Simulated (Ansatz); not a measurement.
# ZnO: which structure wins at one pressure, part 2 of 3

Aim: bring ZnO in several structures (CsCl, wurtzite, NiAs) to one pressure and rank them by enthalpy. The pressure is set by scaling the first phase. The runs shown use PAW and LAPW.

Ansatz 0.2.0; DFT PBE; a cell built from a prototype (CsCl type), not taken from measurement.

## Step 6: CsCl relaxed under pressure, LAPW

input.yaml

```yaml
crystal:
  lattice:
    - [2.6225660749, 0.0, 0.0]
    - [0.0, 2.6225660749, 0.0]
    - [0.0, 0.0, 2.6225660749]
  atoms:
    - { symbol: Zn, position: [0.0, 0.0, 0.0] }
    - { symbol: O, position: [0.5, 0.5, 0.5] }
kpoints:
  mp_grid: { grid: [14, 14, 14] }
scf:
  occupations: { method: fermi_dirac, width: 0.08 }
hamiltonian:
  xc: pbe
  pseudopotentials: { kind: all_electron, lapw: { basis_error: 0.0005 } }
output:
  forces: true
  stress: true
  eigenvalues: true
relax:
  f_tol: 0.005
  max_steps: 12
  cell: { p_target: 14.0, stress_tol: 0.03 }
```

Launch:

```
ansatz run input.yaml --threads 1 --pin off --max-ram 3584MiB --backend cpu --events-out ev --progress --plain --runs-dir out
```

Output:

```text
The last accepted step is kept in <dir> (removed where the run ends without a failure and the disk answers)
LAPW: plane waves up to 9.776 Å⁻¹, error target 5.0e-4 eV per atom; small_component_spin mean_spin; O in spheres of 1.000 Å, 8 of its electrons in bands, Dirac shells []; Zn in spheres of 1.203 Å, 20 of its electrons in bands, Dirac shells []
Engine: ansatz 0.2.0
Pseudopotentials: kind: all_electron
Pseudopotential: Zn, LAPW, valence charge 20, Koelling and Harmon's equation, gaussian nucleus
Pseudopotential: O, LAPW, valence charge 8, Koelling and Harmon's equation, gaussian nucleus
Functional definition: PBE
  parameter kappa = 0.804
  parameter beta = 0.06672455060314922
  exchange = pbe_x(kappa = kappa, mu = beta*pi^2/3)
  correlation = pbe_c(beta = beta)
Crystal: 2 atoms, lattice volume = 18.038 Å³
Basis set: ecut = 364.1347995263408 eV, 257 PW (Γ), exchange–correlation at level 2
Bands: 18, of which v1, the nominal top of the filled ones, is band 14 counted from 1 (13 counted from 0)
Symmetry: 48 space group operations
Space group: Pm-3m (ITA 221), of the structure as read, at distance tolerance 2.6e-5 Å
k-points: 120 of 2744
Non-local potential: Zn, projectors of the file, none
Non-local potential: O, projectors of the file, none
Initial density: superposition of atomic densities (chi_scale 0.1, normalization cell, long waves kept (reshape's long-wave potential 0.00 eV rms))
Initial wavefunctions: plane waves of lowest kinetic energy (no species holds an atomic orbital)
Functional: x = pbe(κ = 0.804, μ = 0.2195149727645171), c = pbe(β = 0.06672455060314922)
iter 1 solved again at ethr=1.10e-2 eV; its pass at ethr=1.00e-1 eV (dr2=3.07e0 eV) is discarded
SCF iter   1: F=—  HF=-50922.026749 eV  |F-HF|=—  |Δ(HF+E_count)|=         —  Δρ=1.16e-1  dr2=3.07e0  ethr=1.10e-2  ⟨swp⟩=2.0  Hψ=13748  notcnv=0
preconditioner: auto → none  [insulator: Δε(μ)=1.166 eV  Ē_g=16.506 eV  σ=0.080 eV  W_gap=0.99  n_scr=6 (ndim 8)  ℏωp=37.1 eV  f_vac=0.000  D(μ)=0.00/eV (n_scr^D=0)  ε∞_Penn≈6.1]
SCF iter   2: F=—  HF=-50920.971121 eV  |F-HF|=—  |Δ(HF+E_count)|=    1.06e0  Δρ=4.41e-2  dr2=3.46e-1  ethr=1.10e-2  ⟨swp⟩=3.0  Hψ=6806  notcnv=0
SCF iter   3: F=—  HF=-50920.292758 eV  |F-HF|=—  |Δ(HF+E_count)|=   6.78e-1  Δρ=1.56e-2  dr2=5.80e-2  ethr=1.23e-3  ⟨swp⟩=3.0  Hψ=6836  notcnv=0
iter 4 solved again at ethr=1.36e-5 eV; its pass at ethr=2.07e-4 eV (dr2=3.82e-3 eV) is discarded
SCF iter   4: F=—  HF=-50920.276974 eV  |F-HF|=—  |Δ(HF+E_count)|=         —  Δρ=4.16e-3  dr2=3.82e-3  ethr=1.36e-5  ⟨swp⟩=2.0  Hψ=10576  notcnv=0
the basis was enlarged: its passes take 169.1 KiB over the memory plan, 1 of 1 planned eigensolver slots
SCF iter   5: F=—  HF=-50920.273245 eV  |F-HF|=—  |Δ(HF+E_count)|=   3.73e-3  Δρ=4.44e-4  dr2=3.14e-5  ethr=1.36e-5  ⟨swp⟩=2.0  Hψ=6089  notcnv=0
SCF iter   6: F=—  HF=-50920.273190 eV  |F-HF|=—  |Δ(HF+E_count)|=   5.49e-5  Δρ=3.96e-4  dr2=3.36e-5  ethr=1.12e-7  ⟨swp⟩=2.2  Hψ=6113  notcnv=0
SCF iter   7: F=—  HF=-50920.273191 eV  |F-HF|=—  |Δ(HF+E_count)|=   9.51e-7  Δρ=8.48e-5  dr2=1.52e-6  ethr=1.12e-7  ⟨swp⟩=2.0  Hψ=6088  notcnv=0
SCF iter   8: F=-50920.273191 eV  HF=-50920.273191 eV  |F-HF|=3.49e-9  |Δ(HF+E_count)|=   1.12e-7  Δρ=9.85e-6  dr2=2.06e-8  ethr=5.42e-9  ⟨swp⟩=2.0  Hψ=6088  notcnv=0
SCF 1 converged in 8 iterations: F = -50920.273191 eV  dr2 = 2.06e-8
relax step   1: F+E_penalty+E_count = -50920.27319110 eV  Δ(F+E_penalty+E_count) = +0.000e0 eV  max|allowed force component| = 1.216e-30 eV/Å  Δτ_max = 0.0000 Å  P = +13.952 GPa  Ω = 18.038 Å³  (8 SCF iters, accepted)
Crystal: 2 atoms, lattice volume = 18.035 Å³
Basis set: ecut = 364.16759291245745 eV, 257 PW (Γ), exchange–correlation at level 2
Initial density: handed on by an earlier stage of this run
Initial wavefunctions: those handed on with the density
iter 1 solved again at ethr=6.26e-11 eV; its pass at ethr=1.00e-1 eV (dr2=1.75e-8 eV) is discarded
SCF iter   1: F=—  HF=-50920.272978 eV  |F-HF|=—  |Δ(HF+E_count)|=         —  Δρ=9.97e-6  dr2=1.69e-8  ethr=6.26e-11  ⟨swp⟩=4.8  Hψ=11370  notcnv=0
preconditioner: auto → none  [insulator: Δε(μ)=0.324 eV  Ē_g=16.678 eV  σ=0.080 eV  W_gap=0.62  n_scr=6 (ndim 8)  ℏωp=37.1 eV  f_vac=0.000  D(μ)=0.04/eV (n_scr^D=0)  ε∞_Penn≈5.9]
iter 2 solved again at ethr=2.75e-12 eV; its pass at ethr=6.03e-11 eV (dr2=7.71e-10 eV) is discarded
SCF iter   2: F=-50920.272979 eV  HF=-50920.272979 eV  |F-HF|=8.95e-10  |Δ(HF+E_count)|=   3.03e-7  Δρ=2.80e-6  dr2=7.72e-10  ethr=4.03e-12 (applied; sched 2.75e-12)  ⟨swp⟩=2.0  Hψ=10455  notcnv=0
SCF 2 converged in 2 iterations: F = -50920.272979 eV  dr2 = 7.72e-10
relax step   2: F+E_penalty+E_count = -50920.27297871 eV  Δ(F+E_penalty+E_count) = +2.124e-4 eV  max|allowed force component| = 1.233e-31 eV/Å  Δτ_max = 0.0000 Å  P = +13.982 GPa  Ω = 18.035 Å³  (2 SCF iters, accepted)
iter 1 solved again at ethr=2.71e-12 eV; its pass at ethr=1.00e-1 eV (dr2=7.60e-10 eV) is discarded
SCF iter   1: F=—  HF=-50920.272978 eV  |F-HF|=—  |Δ(HF+E_count)|=         —  Δρ=2.79e-6  dr2=7.60e-10  ethr=5.77e-12 (applied; sched 2.71e-12)  ⟨swp⟩=3.0  Hψ=10881  notcnv=0
SCF iter   2: F=-50920.272979 eV  HF=-50920.272979 eV  |F-HF|=1.46e-10  |Δ(HF+E_count)|=   3.04e-7  Δρ=2.42e-6  dr2=9.38e-10  ethr=6.54e-12 (applied; sched 2.71e-12)  ⟨swp⟩=3.0  Hψ=6966  notcnv=0
SCF 3 converged in 2 iterations: F = -50920.272979 eV  dr2 = 9.38e-10
relax step   3: F+E_penalty+E_count = -50920.27297871 eV  Δ(F+E_penalty+E_count) = -3.733e-9 eV  max|allowed force component| = 1.828e-31 eV/Å  Δτ_max = 0.0000 Å  P = +13.982 GPa  Ω = 18.035 Å³  stress off target by 1.81e-2 GPa  SCF on the basis re-selected at this cell (its energy is not comparable with the rows above)  (2 SCF iters)
basis re-selected at this cell: Δ(F+E_penalty+E_count) = -3.733e-9 eV, ΔP = -0.000 GPa vs the last step (what re-selecting the basis moved, after the strain that the cell walked since its last selection, with what the two solves' SCF thresholds leave and, on support functions, any second-order correction that the steps lacked; it is no measure of the basis error at this ecutwfc). This SCF's stress stands 1.81e-2 GPa from its target on what of the cell is left free (relax.cell.stress_tol is 3.00e-2 GPa) and its largest allowed force component is 1.83e-31 eV/Å (relax.f_tol is 5.00e-3 eV/Å): within both
SCF converged after 2 iterations
Free energy (F): -50920.272979 eV
Harris-Foulkes:  -50920.272979 eV  (|F-HF|=1.46e-10)
Internal energy: -50920.271659 eV  (E = F + TS)
E sigma→0 (E₀):  -50920.272319 eV
Entropy (-TS):   -0.001320 eV (-0.660 meV/atom)
Fermi energy:    14.531918 eV
--- Per-component energies (eV) ---
  E_band       = -1445.545352
  E_kinetic    = 51820.271824
  E_xc         = -2184.758368
  E_electrostatic = -100555.785115  (all electrons and nuclei)
  E_smearing   = -0.001320  (= −TS)
  E_closure    = 0.000000  (closes the sum)
  E_atoms      = -50912.818409  (free atoms, spherical and without spin; not in F)
  Σ components = -50920.272979   (vs F -50920.272979, Δ=0.00e0)
  Basis errors (estimates in eV, not in F): energy 1.4e-4 per atom: plane waves 1.3e-4 (6.9e-5 summed), levels above the bands 2.5e-91, relativity 8.0e-9, radial functions 1.9e-5, core shells 2.4e-11; eigenvalues (radial functions only) 5.1e-6; not estimated: angular momenta, meshes, grids; target (lapw.basis_error) 5.0e-4; muffin-tin radii O 1.000 Å, Zn 1.203 Å
--- Forces (eV/Å), atoms counted from 1 ---
  atom   1  Zn     0.00000000    -0.00000000     0.00000000
  atom   2  O      0.00000000     0.00000000     0.00000000
  max |Σ_I F_I| component: 4.23e-31 eV/Å
--- Stress (GPa, compression-positive) ---
       13.981950      -0.000000       0.000000
       -0.000000      13.981950       0.000000
        0.000000       0.000000      13.981950
  P = ⅓ Tr σ = 13.9819 GPa (139.819 kbar)
--- Band table (eV; the first three rows and the last of 120) ---
  k-point 0: bands = ["-490.5258", "-110.5427", "-64.7178", "-64.7178", "-64.7178", "-4.8179", "7.5886", "7.5886", "8.8440", "8.8440", "8.8440", "12.8900", "12.8900", "12.8900", "13.8352", "28.6862", "28.6862", "32.6248"]
  k-point 1: bands = ["-490.5258", "-110.5426", "-64.7190", "-64.7177", "-64.7177", "-4.7599", "7.5965", "7.5977", "8.8012", "8.8012", "8.8460", "12.0928", "12.9620", "12.9620", "14.5816", "28.2744", "28.7596", "32.5425"]
  k-point 2: bands = ["-490.5258", "-110.5424", "-64.7225", "-64.7175", "-64.7175", "-4.5919", "7.5870", "7.6187", "8.6873", "8.6873", "8.8515", "11.0143", "13.1594", "13.1594", "15.5700", "27.2849", "28.9807", "32.2956"]
  k-point 119: bands = ["-490.5258", "-110.5375", "-64.7382", "-64.7382", "-64.7382", "-1.5532", "6.7485", "6.7485", "6.7485", "9.1498", "9.1498", "12.8363", "12.8363", "12.8363", "19.8434", "19.8434", "19.8434", "24.5624"]
--- Relaxed structure (2 steps of the walk, 2 accepted, 1 SCFs on fresh bases) ---
  F+E_penalty+E_count = -50920.27297871 eV   max|allowed force component| = 1.828e-31 eV/Å   (the final SCF, on the basis selected at the relaxed cell)
  cell:  # Å, volume = 18.0352 Å³
    - [2.6224479908642215, -7.836629005481918e-39, 5.015442563508427e-37]
    - [-7.836629005481918e-39, 2.6224479908642215, 0.0]
    - [5.015442563508427e-37, 0.0, 2.6224479908642215]
  atoms:
    - { symbol: Zn, position: [-1.2272733663244316e-91, 0.0, 2.988153122426374e-39] }
    - { symbol: O, position: [0.5, 0.5, 0.5] }
```

It took 34 s on 1 thread of Arm Neoverse V2, shared host; peak memory 0.45 GiB.

Step by step:

```
step  energy from step 1 (eV/cell)  largest force component (eV/Å)  pressure (GPa)  volume (Å³)
   1                        0.0000                          0.0000           13.95        18.04
   2                        0.0002                          0.0000           13.98        18.04
   3                        0.0002                          0.0000           13.98        18.04
```

Step 1 is the start. Step 3 repeats the geometry before on a plane-wave basis chosen anew for that cell, so the energy can jump there without any move; the table keeps such jumps.

| input's cell | before | after | change |
| --- | --- | --- | --- |
| a (Å) | 2.623 | 2.622 | -0.0 % |
| b (Å) | 2.623 | 2.622 | -0.0 % |
| c (Å) | 2.623 | 2.622 | -0.0 % |
| volume (Å³/atom) | 9.02 | 9.02 | -0.0 % |

Result: pressure 13.98 GPa; no gap.

## Step 7: Wurtzite relaxed under pressure, PAW

input.yaml

```yaml
crystal:
  lattice:
    - [3.1719316873, 0.0, 0.0]
    - [-1.5859658436, 2.7469734203, 0.0]
    - [0.0, 0.0, 5.1702486503]
  atoms:
    - { symbol: Zn, position: [0.3333333333, 0.6666666667, 0.0] }
    - { symbol: Zn, position: [0.6666666667, 0.3333333333, 0.5] }
    - { symbol: O, position: [0.3333333333, 0.6666666667, 0.376] }
    - { symbol: O, position: [0.6666666667, 0.3333333333, 0.876] }
kpoints:
  mp_grid: { grid: [12, 12, 7] }
scf:
  occupations: { method: fermi_dirac, width: 0.08 }
hamiltonian:
  xc: pbe
  pseudopotentials: { kind: paw }
output:
  forces: true
  stress: true
  eigenvalues: true
relax:
  f_tol: 0.005
  max_steps: 40
  cell: { p_target: 14.0, stress_tol: 0.03 }
```

Launch:

```
ansatz run input.yaml --threads 1 --pin off --max-ram 3584MiB --backend cpu --events-out ev --progress --plain --runs-dir out
```

Output, cut to the lines that bear on the results:

```text
[...]
[... 4 set-up lines as earlier in the session ...]
[...]
Crystal: 4 atoms, lattice volume = 45.049 Å³
Basis set: ecut = 420 eV, 893 PW (Γ), exchange–correlation on 48×48×72 points (8 copies of the dense FFT grid, shifted against one another)
[...]
relax step   5: F+E_penalty+E_count = -7773.52320569 eV  Δ(F+E_penalty+E_count) = -1.775e-4 eV  max|allowed force component| = 2.377e-5 eV/Å  Δτ_max = 0.0004 Å  P = +14.000 GPa  Ω = 45.097 Å³  energy of the carried Pulay correction = -2.118e-4 eV  (4 SCF iters, dr2 threshold 4.38e-9 eV, accepted)
[...]
SCF iter   6: F=—  HF=-7773.523480 eV  |F-HF|=—  |Δ(HF+E_count)|=  1.05e-10  Δρ=5.19e-7  dr2=4.08e-11  ethr=1.00e-12  ⟨swp⟩=1.0  Hψ=1672  notcnv=0
```

## Step 8: The output, continued: wurtzite relaxed under pressure, PAW files

Output, continued:

```text
SCF iter   7: F=-7773.523480 eV  HF=-7773.523480 eV  |F-HF|=1.82e-12  |Δ(HF+E_count)|=  2.91e-11  Δρ=5.44e-8  dr2=1.19e-12  ethr=1.00e-12  ⟨swp⟩=5.0  Hψ=7402  notcnv=0
SCF 6 converged in 7 iterations: F = -7773.523480 eV  dr2 = 1.19e-12
relax step   6: F+E_penalty+E_count = -7773.52347988 eV  Δ(F+E_penalty+E_count) = -2.742e-4 eV  max|allowed force component| = 6.009e-4 eV/Å  Δτ_max = 0.0000 Å  P = +14.010 GPa  Ω = 45.097 Å³  stress off target by 4.21e-2 GPa  SCF on the basis re-selected at this cell (its energy is not comparable with the rows above)  (7 SCF iters)
basis re-selected at this cell: Δ(F+E_penalty+E_count) = -2.742e-4 eV, ΔP = +0.010 GPa vs the last step (what re-selecting the basis moved, of the pressure what is left beyond the Pulay correction that the steps carried, after the strain that the cell walked since its last selection, with what the two solves' SCF thresholds leave and, on support functions, any second-order correction that the steps lacked; it is no measure of the basis error at this ecutwfc). This SCF's stress stands 4.21e-2 GPa from its target on what of the cell is left free (relax.cell.stress_tol is 3.00e-2 GPa) and its largest allowed force component is 6.01e-4 eV/Å (relax.f_tol is 5.00e-3 eV/Å): not within both, so this SCF does not close the relaxation
Crystal: 4 atoms, lattice volume = 45.099 Å³
iter 1 solved again at ethr=8.21e-9 eV; its pass at ethr=3.10e-3 eV (dr2=2.96e-6 eV) is discarded
SCF iter   1: F=—  HF=-7773.523625 eV  |F-HF|=—  |Δ(HF+E_count)|=         —  Δρ=1.28e-4  dr2=2.90e-6  ethr=8.21e-9  ⟨swp⟩=2.1  Hψ=8394  notcnv=0
preconditioner: auto → Resta (q_TF=auto, 2.628 Å⁻¹)  ε∞=7.4  [insulator: Δε(μ)=0.871 eV  Ē_g=13.074 eV  σ=0.080 eV  W_gap=0.98  n_scr=22 (ndim 8)  ℏωp=33.2 eV  f_vac=0.029  D(μ)=0.00/eV (n_scr^D=0)  ε∞_Penn≈7.4]
SCF iter   2: F=—  HF=-7773.523679 eV  |F-HF|=—  |Δ(HF+E_count)|=   5.34e-5  Δρ=6.53e-5  dr2=7.75e-7  ethr=8.04e-9  ⟨swp⟩=2.0  Hψ=2979  notcnv=0
SCF iter   3: F=—  HF=-7773.523678 eV  |F-HF|=—  |Δ(HF+E_count)|=   2.13e-7  Δρ=1.12e-5  dr2=4.40e-8  ethr=2.15e-9  ⟨swp⟩=2.0  Hψ=2813  notcnv=0
SCF iter   4: F=—  HF=-7773.523678 eV  |F-HF|=—  |Δ(HF+E_count)|=   3.50e-9  Δρ=5.92e-6  dr2=1.26e-8  ethr=1.22e-10  ⟨swp⟩=2.0  Hψ=2993  notcnv=0
SCF iter   5: F=-7773.523678 eV  HF=-7773.523678 eV  |F-HF|=1.04e-9  |Δ(HF+E_count)|=  4.39e-10  Δρ=2.36e-6  dr2=2.04e-9  ethr=1.23e-11  ⟨swp⟩=4.3  Hψ=6092  notcnv=0
SCF 7 converged in 5 iterations: F = -7773.523678 eV  dr2 = 2.04e-9
relax step   7: F+E_penalty+E_count = -7773.52367842 eV  Δ(F+E_penalty+E_count) = -1.985e-4 eV  max|allowed force component| = 6.199e-6 eV/Å  Δτ_max = 0.0005 Å  P = +14.000 GPa  Ω = 45.099 Å³  energy of the carried Pulay correction = -9.957e-6 eV  (5 SCF iters, dr2 threshold 4.42e-9 eV, accepted)
iter 1 solved again at ethr=1.52e-7 eV; its pass at ethr=3.10e-3 eV (dr2=5.46e-5 eV) is discarded
SCF iter   1: F=—  HF=-7773.523607 eV  |F-HF|=—  |Δ(HF+E_count)|=         —  Δρ=1.16e-5  dr2=1.46e-8  ethr=1.52e-7  ⟨swp⟩=3.0  Hψ=11837  notcnv=0
eigensolver tolerance schedule: the retry pair's looser diagonalisation over-reported the residual by 3730.44 of it (diagonalisation noise at 0.22 of the residual, at the tolerance the schedule requests for it); recorded, not acted on — ethr = c·dr2/N_el stays at c = 1.0e-1
SCF iter   2: F=—  HF=-7773.523659 eV  |F-HF|=—  |Δ(HF+E_count)|=   5.25e-5  Δρ=6.60e-6  dr2=6.64e-9  ethr=4.06e-11  ⟨swp⟩=3.0  Hψ=4221  notcnv=0
SCF iter   3: F=—  HF=-7773.523659 eV  |F-HF|=—  |Δ(HF+E_count)|=   1.36e-9  Δρ=4.43e-6  dr2=2.47e-9  ethr=1.84e-11  ⟨swp⟩=1.7  Hψ=2294  notcnv=0
SCF iter   4: F=—  HF=-7773.523659 eV  |F-HF|=—  |Δ(HF+E_count)|=   2.33e-9  Δρ=1.49e-6  dr2=5.12e-10  ethr=6.87e-12  ⟨swp⟩=2.6  Hψ=3141  notcnv=0
SCF iter   5: F=—  HF=-7773.523659 eV  |F-HF|=—  |Δ(HF+E_count)|=  8.09e-11  Δρ=4.55e-7  dr2=6.70e-11  ethr=1.42e-12  ⟨swp⟩=2.0  Hψ=2888  notcnv=0
SCF iter   6: F=—  HF=-7773.523659 eV  |F-HF|=—  |Δ(HF+E_count)|=  1.00e-11  Δρ=3.38e-7  dr2=1.64e-11  ethr=1.00e-12  ⟨swp⟩=2.0  Hψ=2869  notcnv=0
SCF iter   7: F=-7773.523659 eV  HF=-7773.523659 eV  |F-HF|=9.09e-13  |Δ(HF+E_count)|=  1.46e-11  Δρ=1.25e-7  dr2=2.04e-12  ethr=1.00e-12  ⟨swp⟩=5.0  Hψ=7152  notcnv=0
SCF 8 converged in 7 iterations: F = -7773.523659 eV  dr2 = 2.04e-12
relax step   8: F+E_penalty+E_count = -7773.52365944 eV  Δ(F+E_penalty+E_count) = +1.897e-5 eV  max|allowed force component| = 4.891e-5 eV/Å  Δτ_max = 0.0000 Å  P = +14.000 GPa  Ω = 45.099 Å³  stress off target by 6.79e-3 GPa  SCF on the basis re-selected at this cell (its energy is not comparable with the rows above)  (7 SCF iters)
basis re-selected at this cell: Δ(F+E_penalty+E_count) = +1.897e-5 eV, ΔP = -0.000 GPa vs the last step (what re-selecting the basis moved, of the pressure what is left beyond the Pulay correction that the steps carried, after the strain that the cell walked since its last selection, with what the two solves' SCF thresholds leave and, on support functions, any second-order correction that the steps lacked; it is no measure of the basis error at this ecutwfc). This SCF's stress stands 6.79e-3 GPa from its target on what of the cell is left free (relax.cell.stress_tol is 3.00e-2 GPa) and its largest allowed force component is 4.89e-5 eV/Å (relax.f_tol is 5.00e-3 eV/Å): within both
SCF converged after 7 iterations
Free energy (F): -7773.523659 eV
Harris-Foulkes:  -7773.523659 eV  (|F-HF|=9.09e-13)
Internal energy: -7773.523616 eV  (E = F + TS)
E sigma→0 (E₀):  -7773.523638 eV
Entropy (-TS):   -0.000043 eV (-0.011 meV/atom)
Fermi energy:    8.622204 eV
--- Per-component energies (eV) ---
  E_band       = 88.928177
  E_kinetic    = 615.103394
  E_local      = -3920.923697  (includes V_loc(G=0)·N_el)
  E_nonlocal   = 1335.720255
  E_hartree    = 1614.588584
  E_xc         = -421.247318
  E_vxc        = -291.623528  (∫ρ·V_xc dr)
  E_paw        = -3980.234563  (= ΣΔE_a)
  E_vpaw       = -878.529703  (= ΣTr[D̂ρ^β])
  E_aug_tail   = 0.004249  (compensation charges beyond the density's cutoff)
  E_ewald      = -3016.534519
  E_smearing   = -0.000043  (= −TS)
  E_closure    = 0.000000  (closes the sum)
  Σ components = -7773.523659   (vs F -7773.523659, Δ=0.00e0)
--- Forces (eV/Å), atoms counted from 1 ---
  atom   1  Zn     0.00000000     0.00000000     0.00004841
  atom   2  Zn    -0.00000000     0.00000000     0.00004841
  atom   3  O     -0.00000000     0.00000000    -0.00004941
  atom   4  O      0.00000000    -0.00000000    -0.00004941
  max |Σ_I F_I| component: 2.01e-6 eV/Å
--- Stress (GPa, compression-positive) ---
       14.003132       0.000000      -0.000000
        0.000000      14.003132       0.000000
       -0.000000       0.000000      13.993210
  P = ⅓ Tr σ = 13.9998 GPa (139.998 kbar)
--- Band table (eV; the first three rows and the last of 76) ---
  k-point 0: bands = ["-10.4666", "-9.6583", "1.9995", "2.0804", "2.0804", "2.1307", "2.2918", "2.2918", "3.4264", "3.4264", "3.6624", "3.6624", "3.9568", "7.2136", "7.2136", "7.9607", "8.0689", "8.0689", "8.9398", "13.5150", "16.4375", "21.2812"]
  k-point 1: bands = ["-10.4290", "-9.7008", "1.9294", "2.0851", "2.0859", "2.0859", "2.2755", "2.2755", "3.4425", "3.4425", "3.6559", "3.6559", "4.1825", "7.2560", "7.2560", "7.5245", "8.0275", "8.0275", "9.4448", "13.3245", "16.6037", "21.2805"]
  k-point 2: bands = ["-10.3222", "-9.8185", "1.8210", "1.9733", "2.1038", "2.1038", "2.2341", "2.2341", "3.4852", "3.4852", "3.6341", "3.6341", "4.7312", "6.8444", "7.3764", "7.3764", "7.9104", "7.9104", "10.2994", "12.8092", "17.0812", "20.2523"]
  k-point 75: bands = ["-9.5004", "-9.5004", "2.0218", "2.0218", "2.1968", "2.3386", "2.9095", "2.9095", "3.4111", "3.4424", "3.9941", "3.9941", "4.2541", "4.2541", "4.9991", "5.4344", "6.6738", "6.6738", "16.0905", "16.2175", "16.2994", "16.2994"]
--- Relaxed structure (6 steps of the walk, 6 accepted, 2 SCFs on fresh bases) ---
  F+E_penalty+E_count = -7773.52365944 eV   max|allowed force component| = 4.891e-5 eV/Å   (the final SCF, on the basis selected at the relaxed cell)
  cell:  # Å, volume = 45.0992 Å³
    - [3.183774266664918, -2.897531311967466e-11, -6.160540305445122e-19]
    - [-1.5918871333073656, 2.7572293948614783, 3.20739439448263e-19]
    - [-1.004168069782165e-18, 2.3926840164432775e-20, 5.137523288581049]
  atoms:
    - { symbol: Zn, position: [0.33333333333333337, 0.6666666666666667, -0.0015139203241470057] }
    - { symbol: Zn, position: [0.6666666666666667, 0.33333333333333337, 0.4984860796758531] }
    - { symbol: O, position: [0.33333333333333337, 0.6666666666666667, 0.3775139203241471] }
    - { symbol: O, position: [0.6666666666666667, 0.33333333333333337, 0.877513920324147] }
```

It took 58 s on 1 thread of Arm Neoverse V2, shared host; peak memory 0.38 GiB.

The steps of the relaxation:

```
step  energy from step 1 (eV/cell)  largest force component (eV/Å)  pressure (GPa)  volume (Å³)
   1                        0.0000                          0.0044           14.19        45.05
   2                       -0.0025                          0.0159           14.09        45.07
   3                       -0.0046                          0.0219           14.00        45.10
   4                       -0.0045                          0.0054           14.01        45.09
   5                       -0.0047                          0.0000           14.00        45.10
   6                       -0.0050                          0.0006           14.01        45.10
   7                       -0.0052                          0.0000           14.00        45.10
   8                       -0.0052                          0.0000           14.00        45.10
```

Step 1 is the start. Steps 6, 8 repeat the geometry before on a plane-wave basis chosen anew for that cell, so the energy can jump there without any move; the table keeps such jumps.

| input's cell | before | after | change |
| --- | --- | --- | --- |
| a (Å) | 3.172 | 3.184 | +0.4 % |
| b (Å) | 3.172 | 3.184 | +0.4 % |
| c (Å) | 5.170 | 5.138 | -0.6 % |
| volume (Å³/atom) | 11.26 | 11.27 | +0.1 % |

The largest move, 0.01 Å, apart from the change of the cell, is shared by several atoms, Zn1 among them.

Read from it: pressure 14.00 GPa; gap on the k mesh 0.87 eV.

(Continued in part 3 of 3.)
